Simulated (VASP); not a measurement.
# ZnS (P6_3mc) in VASP: electric field gradients with PBE

Aim: the electric field gradients of ZnS with PBE.

Everything below comes from runs of VASP 6.6.1. Logs are shortened: lines on timing, memory, paths and dates and some standing lists are left out, and cuts for length are marked.

**The experiment to reproduce.**

From a printed reference work, monograph, for a bulk crystal of ZnS at 4 K: band gap 3.911 eV (direct).

The runs below are set against these values where they give the same quantity.

## 1. The cell of the first run

The structure is hexagonal, space group P6_3mc (No. 186). The conventional cell has a = 3.846 Å, b = 3.846 Å, c = 6.304 Å, α = 90.00°, β = 90.00°, γ = 120.00°. Zn (site symmetry 3m) has 4 S at 2.36 Å within 3.1 Å. Within 3.1 Å of S (site symmetry 3m) lie 4 Zn at 2.36 Å.

## 2. Electric field gradients, PBE

Input file INCAR:

```
SYSTEM = ZnS
PREC = Accurate ; ENCUT = 520
EDIFF = 1E-8 ; ISMEAR = 0
SIGMA = 0.05 ; LREAL = .FALSE.
LASPH = .TRUE. ; NELM = 80
ALGO = Normal ; ISIF = 2
LWAVE = .FALSE. ; LCHARG = .FALSE.
GGA = PE ; LEFG = .TRUE.
NBANDS = 26
```

Input file KPOINTS:

```
Automatic mesh
0
G
  8 8 4
  0 0 0
```

Input file POSCAR:

```
ZnS
1.0
    3.8458156497      0.0000000000      0.0000000000
   -1.9229078249      3.3305740510      0.0000000000
    0.0000000000      0.0000000000      6.3039698155
Zn S
2 2
Direct
    0.3333333333      0.6666666667      0.0052008604
    0.6666666667      0.3333333333      0.5052008604
    0.3333333333      0.6666666667      0.3797991396
    0.6666666667      0.3333333333      0.8797991396
```

Potentials or basis: VASP PAW PBE potentials, release 64 (Zn, S).

Command:

```
$ cat potpaw_PBE.64/Zn/POTCAR potpaw_PBE.64/S/POTCAR > POTCAR
$ mpirun -np 1 vasp_std > vasp.out
```

OUTCAR:

```text
SYSTEM = ZnS
   PREC = Accurate
   ENCUT = 520
   EDIFF = 1E-8
   ISMEAR = 0
   LREAL = .FALSE.
   LASPH = .TRUE.
   NELM = 80
   ISIF = 2
   GGA = PE

 ion  position               nearest neighbor table
   1  0.333  0.667  0.005-   4 2.36   4 2.36   4 2.36   3 2.36
   2  0.667  0.333  0.505-   3 2.36   3 2.36   3 2.36   4 2.36
   3  0.333  0.667  0.380-   2 2.36   2 2.36   2 2.36   1 2.36
   4  0.667  0.333  0.880-   1 2.36   1 2.36   1 2.36   2 2.36

  LATTYP: Found a hexagonal cell.
 ALAT       =     3.8458156497
 C/A-ratio  =     1.6391762866

  Lattice vectors:

 A1 = (   3.8458156497,   0.0000000000,   0.0000000000)
 A2 = (  -1.9229078249,   3.3305740510,   0.0000000000)
 A3 = (   0.0000000000,   0.0000000000,   6.3039698155)

Analysis of symmetry for initial positions (statically):
=====================================================================
 Subroutine PRICEL returns:
 Original cell was already a primitive cell.

 Routine SETGRP: Setting up the symmetry group for a
 hexagonal supercell.

 Subroutine GETGRP returns: Found 12 space group operations
 (whereof  6 operations were pure point group operations)
 out of a pool of 24 trial point group operations.

The static configuration has the point symmetry C_3v.
 The point group associated with its full space group is C_6v.

Analysis of symmetry for dynamics (positions and initial velocities):
=====================================================================
 Subroutine PRICEL returns:
 Original cell was already a primitive cell.

 Routine SETGRP: Setting up the symmetry group for a
 hexagonal supercell.

 Subroutine GETGRP returns: Found 12 space group operations
 (whereof  6 operations were pure point group operations)
 out of a pool of 24 trial point group operations.

The dynamic configuration has the point symmetry C_3v.
 The point group associated with its full space group is C_6v.

 Subroutine INISYM returns: Found 12 space group operations
 (whereof  6 operations are pure point group operations),
 and found     1 'primitive' translations

----------------------------------------------------------------------------------------

                                     Primitive cell

  volume of cell :      80.7461

  direct lattice vectors                    reciprocal lattice vectors
     3.845815650  0.000000000  0.000000000     0.260022864  0.150124271  0.000000000
    -1.922907825  3.330574051  0.000000000     0.000000000  0.300248541  0.000000000
     0.000000000  0.000000000  6.303969816     0.000000000  0.000000000  0.158630201

  length of vectors
     3.845815650  3.845815650  6.303969816     0.300248541  0.300248541  0.158630201

  position of ions in fractional coordinates (direct lattice)
     0.333333333  0.666666667  0.005200860
     0.666666667  0.333333333  0.505200860
     0.333333333  0.666666667  0.379799140
     0.666666667  0.333333333  0.879799140

  ion indices of the primitive-cell ions
   primitive index   ion index
                 1           1
                 2           2
                 3           3
                 4           4

----------------------------------------------------------------------------------------

 KPOINTS: Automatic mesh

Automatic generation of k-mesh.
 Grid dimensions read from file:
 generate k-points for:    8    8    4

 Generating k-lattice:

  Cartesian coordinates                     Fractional coordinates (reciprocal lattice)
     0.032502858  0.018765534  0.000000000     0.125000000  0.000000000  0.000000000
     0.000000000  0.037531068  0.000000000     0.000000000  0.125000000  0.000000000
     0.000000000  0.000000000  0.039657550     0.000000000  0.000000000  0.250000000
[... 41 lines left out ...]
   total plane-waves  NPLWV =  43200
   dimension x,y,z NGX =    30 NGY =   30 NGZ =   48
   dimension x,y,z NGXF=    60 NGYF=   60 NGZF=   96
   ions per type =               2   2
   NGX,Y,Z   is equivalent  to a cutoff of  12.97, 12.97, 12.66 a.u.
   NGXF,Y,Z  is equivalent  to a cutoff of  25.94, 25.94, 25.32 a.u.
 SYSTEM =  ZnS
   PREC   = accura    normal or accurate (medium, high low for compatibility)
   ISTART =      0    job   : 0-new  1-cont  2-samecut
   ICHARG =      2    charge: 1-file 2-atom 10-const
   ISPIN  =      1    spin polarized calculation?
   LNONCOLLINEAR =      F non collinear calculations
   LSORBIT =      F    spin-orbit coupling
   LASPH  =      T    aspherical Exc in radial PAW
   ENCUT  =  520.0 eV  38.22 Ry    6.18 a.u.   7.15  7.15 11.72*2*pi/ulx,y,z
   NELM   =     80;   NELMIN=  2; NELMDL= -5     # of ELM steps
   EDIFF  = 0.1E-07   stopping-criterion for ELM
   LREAL  =      F    real-space projection
   EDIFFG = 0.1E-06   stopping-criterion for IOM
   NSW    =      0    number of steps for IOM
   IBRION =     -1    ionic relax: 0-MD 1-quasi-New 2-CG
   NFREE  =      0    steps in history (QN), initial steepest desc. (CG)
   ISIF   =      2    stress and relaxation
   ISYM   =      2    0-nonsym 1-usesym 2-fastsym
   POTIM  = 0.5000    time-step for ionic-motion
   TEBEG  =    0.0;   TEEND  =   0.0 temperature during run
   PSTRESS=    0.0 pullay stress
   NELECT =      36.0000    total number of electrons
   NUPDOWN=      -1.0000    fix difference up-down
   EMIN   =  10.00;   EMAX   =-10.00  energy-range for DOS
   EFERMI =   0.00;   METHOD = LEGACY
   ISMEAR =     0;   SIGMA  =   0.05  broadening in eV -4-tet -1-fermi 0-gaus
   EFERMI_NEDOS =   21; number of points for ismear=-14 and -15
   IALGO  =     38    algorithm
   IMIX   =      4    mixing-type and parameters
     AMIX     =   0.40;   BMIX     =  1.00
     AMIX_MAG =   1.60;   BMIX_MAG =  1.00
  volume/ion in A,a.u.               =      20.19       136.23
  Fermi-wavevector in a.u.,A,eV,Ry     =   1.250648  2.363382 21.281151  1.564120
  Thomas-Fermi vector in A             =   2.384632
   LORBIT       =      0    0 simple, 1 ext, 2 COOP (PROOUT), +10 PAW based schemes
   GGA     = PE    functional components
   LHFCALC =     F    Hartree Fock is set to
   AEXX    =    0.0000 exact exchange contribution
   IVDW    =     0    specifies the selected vdW correction
   LEPSILON=     F    determine dielectric tensor
   LRPA    =     F    only Hartree local field effects (RPA)
 non-spin polarized calculation
 Gauss-broadening in eV      SIGMA  =   0.05
  energy-cutoff  :      520.00
  volume of cell :       80.75
 maximum number of plane-waves:      2192
 NGX is ok and might be reduce to    30
   NGX = 15   NGY = 15   NGZ = 23

 number of electron      36.0000011 magnetization

 Free energy of the ion-electron system (eV)
  ---------------------------------------------------
  ext. energy  EPLUGINS =         0.00000000
  ---------------------------------------------------
  free energy    TOTEN  =       -13.69348833 eV

  energy without entropy =      -13.69348833  energy(sigma->0) =      -13.69348833

 E-fermi :   2.1803     XC(G=0):  -9.5159

 val. band max:        1.9124219282   @ k =   0.0000   0.0000   0.0000
 cond. band min:       3.9950571636   @ k =   0.0000   0.0000   0.0000
 fundamental gap:      2.0826352355
 Fermi energy:         2.1802654471

 k-point     1 :       0.0000    0.0000    0.0000
  band No.  band energies     occupation
      1     -11.0940      2.00000
      2     -10.2044      2.00000
      3      -4.3421      2.00000
      4      -4.3305      2.00000
      5      -4.3305      2.00000
      6      -4.2524      2.00000
[... 685 lines left out ...]
     25      10.6313      0.00000
     26      10.6313      0.00000

 [... further k-points ...]

------------------------ aborting loop because EDIFF is reached ----------------------------------------

  FORCE on cell =-STRESS in cart. coord.  units (eV):
  Direction    XX          YY          ZZ          XY          YZ          ZX
  --------------------------------------------------------------------------------------
  -------------------------------------------------------------------------------------
  Total        0.0620954      0.0620954      0.0787968     -0.0000000      0.0000000      0.0000000
  in kB        1.2321057      1.2321057      1.5634987     -0.0000000      0.0000000      0.0000000
  external PRESSURE =       1.3425701 kB  Pullay stress =       0.0000000 kB

 VOLUME and BASIS-vectors are now :
 -----------------------------------------------------------------------------
  energy-cutoff  :      520.00
  volume of cell :       80.75
      direct lattice vectors                 reciprocal lattice vectors
     3.845815650  0.000000000  0.000000000     0.260022864  0.150124271  0.000000000
    -1.922907825  3.330574051  0.000000000     0.000000000  0.300248541  0.000000000
     0.000000000  0.000000000  6.303969816     0.000000000  0.000000000  0.158630201

 POSITION                                       TOTAL-FORCE (eV/Angst)
 -----------------------------------------------------------------------------------
     -0.00000      2.22038      0.03279         0.000000      0.000000      0.000766
      1.92291      1.11019      3.18477        -0.000000      0.000000      0.000766
     -0.00000      2.22038      2.39424        -0.000000      0.000000     -0.000766
      1.92291      1.11019      5.54623         0.000000     -0.000000     -0.000766
 -----------------------------------------------------------------------------------
    total drift:                               -0.000000     -0.000000     -0.000168

  FREE ENERGIE OF THE ION-ELECTRON SYSTEM (eV)
  ---------------------------------------------------
  free  energy   TOTEN  =       -13.6934883263 eV

  energy  without entropy=      -13.6934883263  energy(sigma->0) =      -13.69348833

 Electric field gradients (V/A^2)
---------------------------------------------------------------------
 ion       V_xx      V_yy      V_zz      V_xy      V_xz      V_yz
---------------------------------------------------------------------
   1      -0.295    -0.299     0.595    -0.004     0.000    -0.000
   2      -0.295    -0.299     0.595    -0.004    -0.000     0.000
   3      -1.225    -1.225     2.451    -0.000    -0.000     0.000
   4      -1.225    -1.225     2.451    -0.000     0.000    -0.000
---------------------------------------------------------------------

 Electric field gradients after diagonalization (V/A^2)
 (convention: |V_zz| > |V_xx| > |V_yy|)
----------------------------------------------------------------------
 ion       V_xx      V_yy      V_zz     asymmetry (V_yy - V_xx)/ V_zz
----------------------------------------------------------------------
   1      -0.301    -0.293     0.595       0.014
   2      -0.301    -0.293     0.595       0.014
   3      -1.226    -1.225     2.451       0.000
   4      -1.226    -1.225     2.451       0.000
----------------------------------------------------------------------

           NMR quadrupolar parameters

 Cq : quadrupolar parameter    Cq=e*Q*V_zz/h
 eta: asymmetry parameters     (V_yy - V_xx)/ V_zz
 Q  : nuclear electric quadrupole moment in mb (millibarn)
----------------------------------------------------------------------
 ion       Cq(MHz)       eta       Q (mb)
----------------------------------------------------------------------
   1       0.001       0.014       1.000
   2       0.001       0.014       1.000
   3       0.006       0.000       1.000
   4       0.006       0.000       1.000
----------------------------------------------------------------------
```

Run time: 2 min. Hardware: 1 thread of Intel Xeon 8259CL, shared host; peak memory 0.22 GiB.

What came out:

```yaml
Free_energy: -13.6935 eV
Pressure: 0.1 GPa
Band_gap_on_the_k_mesh: 2.08 eV
Largest_electric_field_gradient_by_atom: Zn +0.6; S +2.5 V/Å²
```

Levels at points of the mesh, in eV from the valence-band top:
| k point | band 16 | band 17 | band 18 | band 19 | band 20 | band 21 |
| --- | --- | --- | --- | --- | --- | --- |
| (0.00, 0.00, 0.00) | -0.07 | 0.00 | 0.00 | 2.08 | 3.05 | 6.33 |
| (0.50, 0.00, 0.00) | -2.14 | -1.61 | -0.85 | 3.68 | 4.18 | 5.14 |
| (0.00, 0.00, 0.50) | -0.45 | -0.45 | -0.45 | 3.48 | 3.48 | 6.76 |
| (0.50, 0.00, 0.50) | -1.56 | -1.54 | -1.54 | 3.54 | 3.54 | 5.24 |

Electric field gradients, principal values (V/Å²):
| atom | least | middle | greatest (by size) |
| --- | --- | --- | --- |
| 1 Zn | -0.293 | -0.301 | 0.595 |
| 2 Zn | -0.293 | -0.301 | 0.595 |
| 3 S | -1.225 | -1.226 | 2.451 |
| 4 S | -1.225 | -1.226 | 2.451 |

Caveat: without QUAD_EFG the Cq values of the log hold for a quadrupole moment of 1 mb, not for the nuclei.

## 3. How close it comes

Step 2. Against the measured gap of ZnS, 3.911 eV (direct; 4 K; a printed reference work, monograph), the calculated 2.08 eV is off by -1.83 eV. The value is that of PBE, without temperature or zero-point motion. Semilocal functionals fall short of measured gaps as a rule.
